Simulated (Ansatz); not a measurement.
The system is TePb.

```
Pb Te
1.0
     0.00000    3.23100    3.23100
     3.23100    0.00000    3.23100
     3.23100    3.23100    0.00000
Pb Te
1 1
Direct
  0.00000 0.00000 0.00000
  0.50000 0.50000 0.50000
```

Base run:

```yaml
Program: Ansatz 0.2.0
Functional: BPBE
Potentials_or_basis: Ansatz PAW
Cutoff: "420 eV (not typed: the program's choice for these potentials)"
k_mesh: 7 × 7 × 7
Occupations: fermi-dirac, width 0.05 eV
Spin: no spin polarisation
```

Its results: pressure 1.9 GPa.

Question: The run is repeated on the same cell with these changes: functional from BPBE to revPBE. What comes out?

Answer: Pressure 3.2 GPa.

Caveats: the PAW data sets come from PBE, with cores solved anew for the run's functional, which leaves a small shift of forces and pressure.
